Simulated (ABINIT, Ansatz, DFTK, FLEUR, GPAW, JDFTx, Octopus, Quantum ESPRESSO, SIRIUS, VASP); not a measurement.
## One calculation of AlN, 10 ways

```
Al N
1.0
     3.11300    0.00000    0.00000
    -1.55650    2.69594    0.00000
     0.00000    0.00000    4.98100
Al N
2 2
Direct
  0.66667 0.33333 0.50000
  0.33333 0.66667 0.00000
  0.66667 0.33333 0.88000
  0.33333 0.66667 0.38000
```

Alike in all runs: task single point; functional PBE; k mesh 10 × 10 × 6; occupations fermi-dirac, width 0.05 eV; no spin polarisation; no spin-orbit coupling. Pressure is positive in compression and, in plane waves, holds the error of the finite cutoff, which Ansatz's Pulay term estimates and takes out.

```tsv
program and potentials	plane-wave cutoff (eV)	notes	pressure (GPa)	largest force (eV/Å)
JDFTx, PseudoDojo-SR-PBE-0.5-standard	1143	-	3.36	0.131
GPAW, GPAW PAW data sets (gpaw-data 1.2.1)	800	-	4.62	0.133
DFTK, PseudoDojo SR PBE 0.4.1 standard (PBE)	1143	-	3.37	0.131
FLEUR, all-electron, FLAPW	-	-	-	0.129
Octopus, pseudodojo_pbe (PseudoDojo 0.5, PBE)	-	-	-	0.130
ABINIT, JTH PAW PBE v2.0	707	-	4.20	0.131
Ansatz, Ansatz PAW (earlier soft set)	420	Pulay term of +0.26 GPa included	3.64	0.129
VASP, PBE PAW files Al, N, 520 eV	520	-	3.46	0.129
SIRIUS, PseudoDojo 0.4.1 PBE standard (scalar relativistic)	1152	-	3.36	0.131
Quantum ESPRESSO, SSSP 1.3 efficiency PBE	816	-	3.84	0.131
```

Force on atom 3 (N), eV/Å:

```json
{"program and potentials": "JDFTx, PseudoDojo-SR-PBE-0.5-standard", "x": "0.000", "y": "0.000", "z": "0.131"}
{"program and potentials": "GPAW, GPAW PAW data sets (gpaw-data 1.2.1)", "x": "0.000", "y": "0.000", "z": "0.133"}
{"program and potentials": "DFTK, PseudoDojo SR PBE 0.4.1 standard (PBE)", "x": "0.000", "y": "0.000", "z": "0.131"}
{"program and potentials": "FLEUR, all-electron, FLAPW", "x": "0.000", "y": "0.000", "z": "0.129"}
{"program and potentials": "Octopus, pseudodojo_pbe (PseudoDojo 0.5, PBE)", "x": "0.000", "y": "0.000", "z": "0.130"}
{"program and potentials": "ABINIT, JTH PAW PBE v2.0", "x": "0.000", "y": "0.000", "z": "0.131"}
{"program and potentials": "Ansatz, Ansatz PAW (earlier soft set)", "x": "0.000", "y": "0.000", "z": "0.129"}
{"program and potentials": "VASP, PBE PAW files Al, N, 520 eV", "x": "0.000", "y": "0.000", "z": "0.129"}
{"program and potentials": "SIRIUS, PseudoDojo 0.4.1 PBE standard (scalar relativistic)", "x": "0.000", "y": "0.000", "z": "0.131"}
{"program and potentials": "Quantum ESPRESSO, SSSP 1.3 efficiency PBE", "x": "0.000", "y": "0.000", "z": "0.131"}
```

The pressure spans 3.36 (SIRIUS, PseudoDojo 0.4.1 PBE standard (scalar relativistic)) to 4.62 GPa (GPAW, GPAW PAW data sets (gpaw-data 1.2.1)).

The functional is the same throughout but for its coding, so the spread measures potentials, basis and numerics; runs on potential files found faulty are left out.
